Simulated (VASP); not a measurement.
# Ti₇O₁₆: nudged elastic band

Ti₇O₁₆, defect, 23 atoms in the cell. PBE, nudged elastic band; PAW potentials Ti_sv, O (PBE set).

Path: a Ti atom hops into a neighbouring Ti vacancy; Moving images: 1; Charge of the cell: -4.

## Input

INCAR.step1:
```
SYSTEM = Ti7O16
PREC = Normal
ENCUT = 400
EDIFF = 1E-6
ISMEAR = 0
SIGMA = 0.05
LREAL = .False.
LASPH = .True.
NELM = 100
ALGO = Normal
LWAVE = .False.
LCHARG = .False.
ISYM = 0
NELECT = 184.0
IBRION = 2
NSW = 100
ISIF = 2
EDIFFG = -0.02
POTIM = 0.5
KPAR = 8
```

INCAR.step3, as INCAR.step1 but for:
```
- IBRION = 2
- ISIF = 2
- EDIFFG = -0.02
- POTIM = 0.5
+ IBRION = 1
+ POTIM = 0.3
+ EDIFFG = -0.05
+ SPRING = -5
+ IMAGES = 1
```

KPOINTS:
```
k-points
0
Gamma
  3 3 3
```

00/POSCAR:
```
Ti7O16
1.0
    0.0000000000      5.5196194400      4.9091968600
    4.5453495500      0.0000000000      4.9091968600
    4.5453495500      5.5196194400      0.0000000000
Ti O
7 16
Direct
    0.9564506106      0.7935560466      0.2064641228
    0.0374925149      0.2125208117      0.2874823188
    0.5476873944      0.7023211219      0.7976776646
    0.5235537952      0.6777874338      0.3319186319
    0.0819177158      0.2167248377      0.7735511464
    0.4757017513      0.2792710962      0.1765394430
    0.9265380480      0.8184775279      0.7257073324
    0.5206135980      0.4110533615      0.8735439904
    0.0091395816      0.9062455670      0.3626885704
    0.7307402946      0.3767132098      0.3849021268
    0.2178116768      0.8634137443      0.9041638054
    0.1348719270      0.2576684691      0.9807427767
    0.6541527587      0.7646330923      0.4678049242
    0.1126987699      0.4719265539      0.2591379614
    0.6235419179      0.9448020266      0.7706106747
    0.3878875372      0.0279808782      0.2328665582
    0.8904589491      0.5301904277      0.7337084609
    0.3447157331      0.2349000233      0.5140651647
    0.8455636403      0.7409894884      0.0363161592
    0.7863133012      0.1271234077      0.0955631351
    0.2640595230      0.6563090691      0.5947014381
    0.9828746765      0.1012588062      0.6378831545
    0.4837188199      0.5956284641      0.1404649744
```

01/POSCAR:
```
Ti7O16
1.0
    0.0000000000      5.5196194400      4.9091968600
    4.5453495500      0.0000000000      4.9091968600
    4.5453495500      5.5196194400      0.0000000000
Ti O
7 16
Direct
    0.9398162919      0.7980278954      0.2070891073
    0.0740884034      0.1977208421      0.2651461420
    0.5375322354      0.7216709298      0.8015796359
    0.5016741293      0.5091954397      0.4908045050
    0.0635318134      0.2203631362      0.7745200531
    0.4658161039      0.2967199587      0.1800294023
    0.9292597712      0.8206700601      0.7164630199
    0.5203791422      0.4165366907      0.8593484599
    0.0168470635      0.9091791759      0.3526587988
    0.7722406014      0.3463458426      0.3669597028
    0.2173216240      0.8775969561      0.8955943271
    0.1497353138      0.2678552186      0.9592041492
    0.6579605514      0.7767928325      0.4678149393
    0.1140009284      0.4802676661      0.2533605944
    0.6158791606      0.9724768364      0.7584486258
    0.3874690828      0.0459140300      0.2231604490
    0.8893473233      0.5381231614      0.7282484696
    0.3453877366      0.2415980924      0.5137940844
    0.8536129651      0.7505357205      0.0224049178
    0.7860265057      0.1407939965      0.0860147848
    0.2311075748      0.6720449589      0.6146494738
    0.9865011732      0.1092118096      0.6289502278
    0.4829690397      0.6018542148      0.1222606650
```

02/POSCAR:
```
Ti7O16
1.0
    0.0000000000      5.5196194400      4.9091968600
    4.5453495500      0.0000000000      4.9091968600
    4.5453495500      5.5196194400      0.0000000000
Ti O
7 16
Direct
    0.9214303750      0.8016661641      0.2080581414
    0.0768099957      0.1999135172      0.2559017917
    0.5276466012      0.7391196553      0.8050696112
    0.4797945031      0.3406033931      0.6496903720
    0.0468975139      0.2248350210      0.7751449059
    0.4556609329      0.3160699028      0.1839313605
    0.9658557596      0.8058699499      0.6941268962
    0.5196293455      0.4227624702      0.8411441995
    0.0204735779      0.9171321564      0.3437258685
    0.7392887504      0.3620817184      0.3869076783
    0.2170347345      0.8912675730      0.8860460115
    0.1577846295      0.2774013891      0.9452929114
    0.6586326384      0.7834909417      0.4675438183
    0.1128893340      0.4882004123      0.2479005833
    0.6154606645      0.9904100331      0.7487425234
    0.3798063685      0.0735887875      0.2109984002
    0.8906494518      0.5464642599      0.7224711237
    0.3491954529      0.2537577879      0.5138041345
    0.8684763639      0.7607225298      0.0008662877
    0.7855365473      0.1549771784      0.0774452756
    0.2726077821      0.6416776600      0.5967070676
    0.9942086135      0.1121454544      0.6189204664
    0.4827345989      0.6073375094      0.1080651059
```

POSCAR.step1:
```
Ti7O16
1.0
    0.0000000000      5.5196194400      4.9091968600
    4.5453495500      0.0000000000      4.9091968600
    4.5453495500      5.5196194400      0.0000000000
Ti O
7 16
Direct
    0.9614954650      0.7885045350      0.2114954650
    0.0385045350      0.2114954650      0.2885045350
    0.5385045350      0.7114954650      0.7885045350
    0.5385045350      0.7114954650      0.2885045350
    0.0385045350      0.2114954650      0.7885045350
    0.4614954650      0.2885045350      0.2114954650
    0.9614954650      0.7885045350      0.7114954650
    0.5144615500      0.4041875300      0.8672630900
    0.0144615500      0.9041875300      0.3672630900
    0.7140878300      0.3672630900      0.4041875300
    0.2140878300      0.8672630900      0.9041875300
    0.1541875300      0.2644615500      0.9640878300
    0.6541875300      0.7644615500      0.4640878300
    0.1172630900      0.4640878300      0.2644615500
    0.6172630900      0.9640878300      0.7644615500
    0.3827369100      0.0359121700      0.2355384500
    0.8827369100      0.5359121700      0.7355384500
    0.3458124700      0.2355384500      0.5359121700
    0.8458124700      0.7355384500      0.0359121700
    0.7859121700      0.1327369100      0.0958124700
    0.2859121700      0.6327369100      0.5958124700
    0.9855384500      0.0958124700      0.6327369100
    0.4855384500      0.5958124700      0.1327369100
```

POSCAR.step2:
```
Ti7O16
1.0
    0.0000000000      5.5196194400      4.9091968600
    4.5453495500      0.0000000000      4.9091968600
    4.5453495500      5.5196194400      0.0000000000
Ti O
7 16
Direct
    0.9614954650      0.7885045350      0.2114954650
    0.0385045350      0.2114954650      0.2885045350
    0.5385045350      0.7114954650      0.7885045350
    0.4614954650      0.2885045350      0.7114954650
    0.0385045350      0.2114954650      0.7885045350
    0.4614954650      0.2885045350      0.2114954650
    0.9614954650      0.7885045350      0.7114954650
    0.5144615500      0.4041875300      0.8672630900
    0.0144615500      0.9041875300      0.3672630900
    0.7140878300      0.3672630900      0.4041875300
    0.2140878300      0.8672630900      0.9041875300
    0.1541875300      0.2644615500      0.9640878300
    0.6541875300      0.7644615500      0.4640878300
    0.1172630900      0.4640878300      0.2644615500
    0.6172630900      0.9640878300      0.7644615500
    0.3827369100      0.0359121700      0.2355384500
    0.8827369100      0.5359121700      0.7355384500
    0.3458124700      0.2355384500      0.5359121700
    0.8458124700      0.7355384500      0.0359121700
    0.7859121700      0.1327369100      0.0958124700
    0.2859121700      0.6327369100      0.5958124700
    0.9855384500      0.0958124700      0.6327369100
    0.4855384500      0.5958124700      0.1327369100
```

Commands (each step's output is kept before the next begins):
```
cat potpaw_PBE.64/Ti_sv/POTCAR potpaw_PBE.64/O/POTCAR > POTCAR
cp INCAR.step1 INCAR
cp POSCAR.step1 POSCAR
mpirun -np 8 vasp_std > vasp.out
cp POSCAR.step2 POSCAR
mpirun -np 8 vasp_std > vasp.out
# 00 and 02 hold the relaxed ends, the second shifted as a whole so that the mean position stays; the images between are interpolated (pair-distance (IDPP))
cp INCAR.step3 INCAR
mpirun -np 8 vasp_std > vasp.out
```

## Result

- Barrier (eV): 3.048
- Barrier of the reverse step (eV): 3.048
- Energy of the second end over the first (eV): 0.000
- Top of the path (share of its length): 0.50
- Length of the path (Å): 3.11
- Steps of the band: 13
- Ionic steps, all stages: 57
- Electronic steps, all stages: 505

Energy along the relaxed band:

| Image | Distance along the path (Å) | Energy above the first end (eV) | Slope along the path (eV/Å) | Largest force across the path (eV/Å) |
|---|---|---|---|---|
| 0 | 0.000 | 0.000 | relaxed end |  |
| 1 | 1.555 | 3.048 | 0.006 | 0.036 |
| 2 | 3.110 | 0.000 | relaxed end |  |

The cell is TiO2 (24 atoms) with one Ti atom missing.

The two ends have the same energy within 0.01 eV.

Limits: the cell holds 23 atoms, so the vacancy or interstitial meets its own images and the barrier isn't that of a lone defect; the cell is charged against a uniform background; the barrier compares two equally charged cells; the atom stays on the straight, symmetric line between the sites, so the barrier is an upper bound: a way around it wasn't tried; a single image in the middle can't show two humps with a dip between them, and says nothing of the springs.

VASP 6.6.1 took 2290 s on 8 cores (Intel Xeon Platinum 8259CL @ 2.50GHz (Skylake/Cascade Lake)), a shared host.
